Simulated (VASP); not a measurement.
# Sc (P6_3/mmc) in VASP: a series of runs

Runs on Sc. Level: LDA. Tasks: relaxation of cell and atoms, electrostatic potential.

Program: VASP 6.6.1. These are calculated values, not measurements. Logs are shortened: lines on timing, memory, paths and dates and some standing lists are left out, and cuts for length are marked.

## Step 1: The structure

It takes space group P6_3/mmc (No. 194, hexagonal). Conventional cell: a = 3.270 Å, b = 3.270 Å, c = 5.090 Å, α = 90.00°, β = 90.00°, γ = 120.00°. Sc (site symmetry -6m2) is surrounded by 12 Sc at 3.17 to 3.27 Å.

The cell was built by a generator and needn't be a form met in nature.

## Step 2: Relaxation of cell and atoms, LDA

INCAR reads:

```
SYSTEM = Sc
PREC = Accurate
ENCUT = 600
EDIFF = 1E-7
ISMEAR = 1
SIGMA = 0.1
LREAL = .False.
LASPH = .True.
NELM = 120
ALGO = Fast
ISIF = 3
LWAVE = .False.
LCHARG = .False.
GGA = CA
IBRION = 2
NSW = 40
EDIFFG = -0.005
```

KPOINTS reads:

```
Automatic mesh
0
Gamma
  14 14 8
  0 0 0
```

POSCAR reads:

```
Sc
1.0
    3.2700000000      0.0000000000      0.0000000000
   -1.6350000000      2.8319030700      0.0000000000
    0.0000000000      0.0000000000      5.0900000000
Sc
2
Direct
    0.3333333300      0.6666666700      0.2500000000
    0.6666666700      0.3333333300      0.7500000000
```

Potentials or basis: VASP PAW LDA potentials, release 64 (Sc_sv).

Command:

```sh
$ cat potpaw_LDA.64/Sc_sv/POTCAR > POTCAR
$ mpirun -np 1 vasp_std > vasp.out
```

OUTCAR:

```text
SYSTEM = Sc
   PREC = Accurate
   ENCUT = 600
   EDIFF = 1E-7
   ISMEAR = 1
   LREAL = .False.
   LASPH = .True.
   NELM = 120
   ISIF = 3
   GGA = CA
   IBRION = 2
   NSW = 40
   EDIFFG = -0.005

 ion  position               nearest neighbor table
   1  0.333  0.667  0.250-   2 3.17   2 3.17   2 3.17   2 3.17   2 3.17   2 3.17
   2  0.667  0.333  0.750-   1 3.17   1 3.17   1 3.17   1 3.17   1 3.17   1 3.17

  LATTYP: Found a hexagonal cell.
 ALAT       =     3.2700000000
 C/A-ratio  =     1.5565749235

  Lattice vectors:

 A1 = (   3.2700000000,   0.0000000000,   0.0000000000)
 A2 = (  -1.6350000000,   2.8319030700,   0.0000000000)
 A3 = (   0.0000000000,   0.0000000000,   5.0900000000)

Analysis of symmetry for initial positions (statically):
=====================================================================
 Subroutine PRICEL returns:
 Original cell was already a primitive cell.

 Routine SETGRP: Setting up the symmetry group for a
 hexagonal supercell.

 Subroutine GETGRP returns: Found 24 space group operations
 (whereof 12 operations were pure point group operations)
 out of a pool of 24 trial point group operations.

The static configuration has the point symmetry D_3d.
 The point group associated with its full space group is D_6h.

Analysis of symmetry for dynamics (positions and initial velocities):
=====================================================================
 Subroutine PRICEL returns:
 Original cell was already a primitive cell.

 Routine SETGRP: Setting up the symmetry group for a
 hexagonal supercell.

 Subroutine GETGRP returns: Found 24 space group operations
 (whereof 12 operations were pure point group operations)
 out of a pool of 24 trial point group operations.

The dynamic configuration has the point symmetry D_3d.
 The point group associated with its full space group is D_6h.

 Subroutine INISYM returns: Found 24 space group operations
 (whereof 12 operations are pure point group operations),
 and found     1 'primitive' translations

----------------------------------------------------------------------------------------

                                     Primitive cell

  volume of cell :      47.1350

  direct lattice vectors                    reciprocal lattice vectors
     3.270000000  0.000000000  0.000000000     0.305810398  0.176559715  0.000000000
    -1.635000000  2.831903070  0.000000000     0.000000000  0.353119431  0.000000000
     0.000000000  0.000000000  5.090000000     0.000000000  0.000000000  0.196463654

  length of vectors
     3.270000000  3.270000000  5.090000000     0.353119431  0.353119431  0.196463654

  position of ions in fractional coordinates (direct lattice)
     0.333333330  0.666666670  0.250000000
     0.666666670  0.333333330  0.750000000

  ion indices of the primitive-cell ions
   primitive index   ion index
                 1           1
                 2           2

----------------------------------------------------------------------------------------

 KPOINTS: Automatic mesh

Automatic generation of k-mesh.
 Grid dimensions read from file:
 generate k-points for:   14   14    8

 Generating k-lattice:

  Cartesian coordinates                     Fractional coordinates (reciprocal lattice)
     0.021843600  0.012611408  0.000000000     0.071428571  0.000000000  0.000000000
     0.000000000  0.025222816  0.000000000     0.000000000  0.071428571  0.000000000
     0.000000000  0.000000000  0.024557957     0.000000000  0.000000000  0.125000000

  Length of vectors
     0.025222816  0.025222816  0.024557957

  Shift w.r.t. Gamma in fractional coordinates (k-lattice)
     0.000000000  0.000000000  0.000000000

 Subroutine IBZKPT returns following result:
 ===========================================

 Found    120 irreducible k-points:

 Following reciprocal coordinates:
            Coordinates               Weight
  0.000000  0.000000  0.000000      1.000000
  0.071429  0.000000  0.000000      6.000000
  0.142857  0.000000  0.000000      6.000000
  0.214286  0.000000  0.000000      6.000000
  0.285714 -0.000000  0.000000      6.000000
  0.357143  0.000000  0.000000      6.000000
[... 16 lines left out ...]
  0.285714  0.285714  0.000000      6.000000
  0.357143  0.285714  0.000000      6.000000
 [... further k-points ...]
   k-points           NKPTS =    120   k-points in BZ     NKDIM =    120   number of bands    NBANDS=     15
   number of dos      NEDOS =    301   number of ions     NIONS =      2
   total plane-waves  NPLWV =  32928
   dimension x,y,z NGX =    28 NGY =   28 NGZ =   42
   dimension x,y,z NGXF=    56 NGYF=   56 NGZF=   84
   ions per type =               2
   NGX,Y,Z   is equivalent  to a cutoff of  14.24, 14.24, 13.72 a.u.
   NGXF,Y,Z  is equivalent  to a cutoff of  28.47, 28.47, 27.44 a.u.
 SYSTEM =  Sc
   PREC   = accura    normal or accurate (medium, high low for compatibility)
   ISTART =      0    job   : 0-new  1-cont  2-samecut
   ICHARG =      2    charge: 1-file 2-atom 10-const
   ISPIN  =      1    spin polarized calculation?
   LNONCOLLINEAR =      F non collinear calculations
   LSORBIT =      F    spin-orbit coupling
   LASPH  =      T    aspherical Exc in radial PAW
   ENCUT  =  600.0 eV  44.10 Ry    6.64 a.u.   6.53  6.53 10.17*2*pi/ulx,y,z
   NELM   =    120;   NELMIN=  2; NELMDL= -5     # of ELM steps
   EDIFF  = 0.1E-06   stopping-criterion for ELM
   LREAL  =      F    real-space projection
   EDIFFG = -.5E-02   stopping-criterion for IOM
   NSW    =     40    number of steps for IOM
   IBRION =      2    ionic relax: 0-MD 1-quasi-New 2-CG
   NFREE  =      1    steps in history (QN), initial steepest desc. (CG)
   ISIF   =      3    stress and relaxation
   ISYM   =      2    0-nonsym 1-usesym 2-fastsym
   POTIM  = 0.5000    time-step for ionic-motion
   TEBEG  =    0.0;   TEEND  =   0.0 temperature during run
   PSTRESS=    0.0 pullay stress
   NELECT =      22.0000    total number of electrons
   NUPDOWN=      -1.0000    fix difference up-down
   EMIN   =  10.00;   EMAX   =-10.00  energy-range for DOS
   EFERMI =   0.00;   METHOD = LEGACY
   ISMEAR =     1;   SIGMA  =   0.10  broadening in eV -4-tet -1-fermi 0-gaus
   EFERMI_NEDOS =   21; number of points for ismear=-14 and -15
   IALGO  =     68    algorithm
   IMIX   =      4    mixing-type and parameters
     AMIX     =   0.40;   BMIX     =  1.00
     AMIX_MAG =   1.60;   BMIX_MAG =  1.00
  volume/ion in A,a.u.               =      23.57       159.04
  Fermi-wavevector in a.u.,A,eV,Ry     =   1.269895  2.399753 21.941202  1.612633
  Thomas-Fermi vector in A             =   2.402911
   LORBIT       =      0    0 simple, 1 ext, 2 COOP (PROOUT), +10 PAW based schemes
   GGA     = CA    functional components
   LHFCALC =     F    Hartree Fock is set to
   AEXX    =    0.0000 exact exchange contribution
   IVDW    =     0    specifies the selected vdW correction
   LEPSILON=     F    determine dielectric tensor
   LRPA    =     F    only Hartree local field effects (RPA)
 conjugate gradient relaxation of ions
 non-spin polarized calculation
 RMM-DIIS sequential band-by-band and
 Methfessel and Paxton  Order N= 1 SIGMA  =   0.10
  energy-cutoff  :      600.00
  volume of cell :       47.14
 maximum number of plane-waves:      1616
 NGX is ok and might be reduce to    28
   NGX = 13   NGY = 13   NGZ = 21

--------------------------------------- Ionic step        1  -------------------------------------------

 number of electron      21.9999999 magnetization

 Free energy of the ion-electron system (eV)
  ---------------------------------------------------
  ext. energy  EPLUGINS =         0.00000000
  ---------------------------------------------------
  free energy    TOTEN  =       -13.43293924 eV

  energy without entropy =      -13.43519629  energy(sigma->0) =      -13.43369159

------------------------ aborting loop because EDIFF is reached ----------------------------------------

  FORCE on cell =-STRESS in cart. coord.  units (eV):
  Direction    XX          YY          ZZ          XY          YZ          ZX
  --------------------------------------------------------------------------------------
  -------------------------------------------------------------------------------------
  Total       -0.6836318     -0.6836318     -0.8755027      0.0000000      0.0000000      0.0000000
  in kB      -23.2374745    -23.2374745    -29.7593994      0.0000000      0.0000000      0.0000000
  external PRESSURE =     -25.4114495 kB  Pullay stress =       0.0000000 kB
[... 129 lines left out ...]
  energy  without entropy=      -13.4525797309  energy(sigma->0) =      -13.45101217

--------------------------------------- Ionic step        5  -------------------------------------------

 number of electron      22.0000003 magnetization

 Free energy of the ion-electron system (eV)
  ---------------------------------------------------
  ext. energy  EPLUGINS =         0.00000000
  ---------------------------------------------------
  free energy    TOTEN  =       -13.45026393 eV

  energy without entropy =      -13.45253142  energy(sigma->0) =      -13.45101976

 E-fermi :   3.9889     XC(G=0): -10.5163

 val. band max:        3.9879851113   @ k =   0.2143   0.1429   0.3750
 cond. band min:       3.9921264423   @ k =   0.2857  -0.0000   0.3750
 fundamental gap:      0.0041413310
 Fermi energy:         3.9888605010

 k-point     1 :       0.0000    0.0000    0.0000
  band No.  band energies     occupation
      1     -44.6027      2.00000
      2     -44.4888      2.00000
      3     -23.8730      2.00000
      4     -23.3956      2.00000
      5     -23.3956      2.00000
      6     -23.3000      2.00000
      7     -23.3000      2.00000
      8     -23.2548      2.00000
      9      -1.2340      2.00000
     10       2.2356      2.00000
     11       5.0060     -0.00000
     12       5.6203     -0.00000
     13       5.6203     -0.00000
     14       5.9883     -0.00000
     15       6.1439      0.00000
[... 397 lines left out ...]
 k-point    24 :       0.3571    0.2857    0.0000
  band No.  band energies     occupation
      1     -44.4963      2.00000
      2     -44.4870      2.00000
      3     -23.6990      2.00000
      4     -23.5964      2.00000
      5     -23.5935      2.00000
      6     -23.5342      2.00000
      7     -23.4845      2.00000
      8     -23.4763      2.00000
      9       3.1190      2.00000
     10       3.3278      2.00000
     11       3.3450      2.00000
     12       3.3875      2.00000
     13       5.0423     -0.00000
     14       5.1353     -0.00000
     15       6.2704      0.00000

 [... further k-points ...]

------------------------ aborting loop because EDIFF is reached ----------------------------------------

  FORCE on cell =-STRESS in cart. coord.  units (eV):
  Direction    XX          YY          ZZ          XY          YZ          ZX
  --------------------------------------------------------------------------------------
  -------------------------------------------------------------------------------------
  Total       -0.0002144     -0.0002144      0.0055047      0.0000000      0.0000000     -0.0000000
  in kB       -0.0076183     -0.0076183      0.1956085      0.0000000      0.0000000     -0.0000000
  external PRESSURE =       0.0601240 kB  Pullay stress =       0.0000000 kB
[... 17 lines left out ...]
  FREE ENERGIE OF THE ION-ELECTRON SYSTEM (eV)
  ---------------------------------------------------
  free  energy   TOTEN  =       -13.4502639283 eV

  energy  without entropy=      -13.4525314244  energy(sigma->0) =      -13.45101976

 reached required accuracy - stopping structural energy minimisation
```

It took 4.6 min on 1 thread of Intel Xeon Platinum 8488C (Sapphire Rapids), shared host; peak memory 0.23 GiB.

Results:

| Property | Result |
| --- | --- |
| Free energy | -13.4503 eV |
| Relaxed volume | 22.54 Å³/atom |
| Relaxed cell | a = 3.232 Å, b = 3.232 Å, c = 4.984 Å, α = 90.00°, β = 90.00°, γ = 120.00° |
| Space group after relaxing (to 0.05 Å) | P6_3/mmc (No. 194) |
| Energy gained by relaxing | 8.7 meV/atom |
| Ionic steps | 5 |
| Pressure after relaxing | 0.0 GPa |
| Band gap on the k mesh | none (metal or under the smearing width) |

The path:
```csv
step,energy change (eV),largest force (eV/Å),pressure (GPa),volume (Å³)
1,0.0000,0.0000,-2.54,47.14
2,-0.0162,0.0000,0.66,44.63
3,-0.0171,0.0000,0.03,45.08
4,-0.0173,0.0000,0.01,45.08
5,-0.0173,0.0000,0.01,45.09
```

Final structure:
```
Sc
1.0
     3.23201    0.00000    0.00000
    -1.61600    2.79900    0.00000
     0.00000    0.00000    4.98405
Sc
2
Direct
  0.33333 0.66667 0.25000
  0.66667 0.33333 0.75000
```

Levels at points of the mesh, in eV from the Fermi level:
| k point | band 7 | band 8 | band 9 | band 10 | band 11 | band 12 | band 13 | band 14 | band 15 |
| --- | --- | --- | --- | --- | --- | --- | --- | --- | --- |
| (0.00, 0.00, 0.00) | -27.29 | -27.24 | -5.22 | -1.75 | 1.02 | 1.63 | 1.63 | 2.00 | 2.16 |
| (0.50, 0.00, 0.00) | -27.40 | -27.34 | -1.65 | -1.18 | -0.79 | -0.26 | 1.32 | 1.45 | 2.05 |
| (0.00, 0.00, 0.50) | -27.34 | -27.34 | -3.55 | -3.55 | 1.05 | 1.05 | 1.52 | 1.52 | 1.52 |
| (0.50, 0.00, 0.50) | -27.39 | -27.39 | -1.60 | -1.60 | 0.10 | 0.10 | 1.51 | 1.51 | 2.50 |

## Step 3: Electrostatic potential, LDA

This run uses another cell than the first one, of 22.54 Å³/atom, 0.957 times its volume.

INCAR reads:

```
SYSTEM = Sc
PREC = Accurate ; ENCUT = 520
EDIFF = 1E-7 ; ISMEAR = 1
SIGMA = 0.1 ; LREAL = .False.
LASPH = .True. ; NELM = 60
ALGO = Fast ; ISIF = 2
LWAVE = .False. ; LCHARG = .True.
GGA = CA ; LVHAR = .True.
```

KPOINTS reads:

```
regular mesh
0
Gamma
  14 14 8
  0 0 0
```

POSCAR reads:

```
Sc                                      
1.0
    3.2320051549      0.0000000000     -0.0000000000
   -1.6160025774      2.7989985689     -0.0000000000
    0.0000000000     -0.0000000000      4.9840503313
  Sc            
     2
Direct
     0.3333333300000021    0.6666666699999979    0.2500000000000000
     0.6666666699999979    0.3333333300000021    0.7500000000000000
```

Potentials or basis: VASP PAW LDA potentials, release 64 (Sc_sv).

Command:

```sh
$ cat potpaw_LDA.64/Sc_sv/POTCAR > POTCAR
$ mpirun -np 1 vasp_std > vasp.out
```

Wall time 48 s (1 thread of Intel Xeon Platinum 8488C (Sapphire Rapids), shared host); peak memory 0.18 GiB.

The run converged. Its results:

| Item | Value |
| --- | --- |
| Free energy | -13.4500 eV |
| Pressure | 0.0 GPa |
| Band gap on the k mesh | none (metal or under the smearing width) |

Levels at points of the mesh, in eV from the Fermi level:
```
           k point  band 9  band 10  band 11  band 12  band 13  band 14
(0.00, 0.00, 0.00)   -5.22    -1.75     1.02     1.63     1.63     2.03
(0.50, 0.00, 0.00)   -1.65    -1.18    -0.79    -0.26     1.32     1.45
(0.00, 0.00, 0.50)   -3.55    -3.55     1.05     1.05     1.52     1.52
(0.50, 0.00, 0.50)   -1.60    -1.60     0.10     0.10     1.51     1.51
```

## Step 4: Relaxation of cell and atoms, LDA

INCAR reads:

```
ALGO = Normal
EDIFF = 1E-7
EDIFFG = -0.005
ENCUT = 600
GGA = CA
IBRION = 2
ISIF = 3
ISMEAR = 1
LASPH = T
LCHARG = F
LREAL = F
LWAVE = F
NELM = 120
NSW = 60
PREC = Accurate
SIGMA = 0.1
```

KPOINTS reads:

```
k-points
0
Gamma
  14 14 8
```

POSCAR reads:

```
Sc
1.0
    3.2700000000      0.0000000000      0.0000000000
   -1.6350000000      2.8319030700      0.0000000000
    0.0000000000      0.0000000000      5.0900000000
Sc
2
Direct
    0.3333333300      0.6666666700      0.2500000000
    0.6666666700      0.3333333300      0.7500000000
```

Command:

```sh
$ cat potpaw_LDA.64/Sc_sv/POTCAR > POTCAR
$ mpirun -np 1 vasp_std > vasp.out
```

It took 3.9 min on 1 thread of Intel Xeon Platinum 8488C (Sapphire Rapids), shared host; peak memory 0.23 GiB.

The run converged. Its results:

* Free energy: -13.4503 eV
* Relaxed volume: 22.54 Å³/atom
* Relaxed cell: a = 3.232 Å, b = 3.232 Å, c = 4.985 Å, α = 90.00°, β = 90.00°, γ = 120.00°
* Space group after relaxing (to 0.05 Å): P6_3/mmc (No. 194)
* Energy gained by relaxing: 8.7 meV/atom
* Ionic steps: 5
* Pressure after relaxing: 0.0 GPa
* Band gap on the k mesh: none (metal or under the smearing width)

The path:
| step | energy change (eV) | largest force (eV/Å) | pressure (GPa) | volume (Å³) |
| --- | --- | --- | --- | --- |
| 1 | 0.0000 | 0.0000 | -2.54 | 47.14 |
| 2 | -0.0162 | 0.0000 | 0.66 | 44.63 |
| 3 | -0.0171 | 0.0000 | 0.03 | 45.08 |
| 4 | -0.0173 | 0.0000 | 0.01 | 45.08 |
| 5 | -0.0173 | 0.0000 | 0.01 | 45.09 |

Final structure:
```yaml
crystal:
  lattice:
    - [3.23151, 0.00000, 0.00000]
    - [-1.61576, 2.79857, 0.00000]
    - [0.00000, 0.00000, 4.98545]
  atoms:
    - { symbol: Sc, position: [0.33333, 0.66667, 0.25000] }
    - { symbol: Sc, position: [0.66667, 0.33333, 0.75000] }
```

Levels at points of the mesh, in eV from the Fermi level:
| k point | band 9 | band 10 | band 11 | band 12 | band 13 | band 14 |
| --- | --- | --- | --- | --- | --- | --- |
| (0.00, 0.00, 0.00) | -5.22 | -1.75 | 1.01 | 1.63 | 1.63 | 2.00 |
| (0.50, 0.00, 0.00) | -1.65 | -1.18 | -0.79 | -0.25 | 1.32 | 1.44 |
| (0.00, 0.00, 0.50) | -3.55 | -3.55 | 1.05 | 1.05 | 1.52 | 1.52 |
| (0.50, 0.00, 0.50) | -1.60 | -1.60 | 0.10 | 0.10 | 1.51 | 1.51 |

## Step 5: Electrostatic potential, LDA

This run uses another cell than the first one, of 22.54 Å³/atom, 0.957 times its volume.

INCAR reads:

```
PREC = Accurate
ENCUT = 520
EDIFF = 1E-7
ISMEAR = 1
SIGMA = 0.1
LREAL = False
LASPH = True
NELM = 100
ALGO = Normal
ISIF = 2
LWAVE = False
LCHARG = True
GGA = CA
LVHAR = True
```

KPOINTS reads:

```
Automatic mesh
0
Gamma
  14 14 8
```

POSCAR reads:

```
Sc                                      
1.0
    3.2315143421      0.0000000000      0.0000000000
   -1.6157571710      2.7985735126     -0.0000000000
    0.0000000000      0.0000000000      4.9854508880
  Sc            
     2
Direct
     0.3333333300000021    0.6666666699999979    0.2500000000000000
     0.6666666699999979    0.3333333300000021    0.7500000000000000
```

Command:

```sh
$ cat potpaw_LDA.64/Sc_sv/POTCAR > POTCAR
$ mpirun -np 1 vasp_std > vasp.out
```

It took 37 s on 1 thread of Intel Xeon Platinum 8488C (Sapphire Rapids), shared host; peak memory 0.18 GiB.

The run converged. Its results:

| Item | Value |
| --- | --- |
| Free energy | -13.4500 eV |
| Pressure | 0.0 GPa |
| Band gap on the k mesh | none (metal or under the smearing width) |

Levels at points of the mesh, in eV from the Fermi level:
| k point | band 8 | band 9 | band 10 | band 11 | band 12 | band 13 | band 14 | band 15 |
| --- | --- | --- | --- | --- | --- | --- | --- | --- |
| (0.00, 0.00, 0.00) | -27.24 | -5.22 | -1.75 | 1.01 | 1.63 | 1.63 | 2.00 | 2.15 |
| (0.50, 0.00, 0.00) | -27.34 | -1.65 | -1.18 | -0.79 | -0.25 | 1.32 | 1.44 | 2.05 |
| (0.00, 0.00, 0.50) | -27.34 | -3.55 | -3.55 | 1.05 | 1.05 | 1.52 | 1.52 | 1.52 |
| (0.50, 0.00, 0.50) | -27.39 | -1.60 | -1.60 | 0.10 | 0.10 | 1.50 | 1.50 | 2.50 |
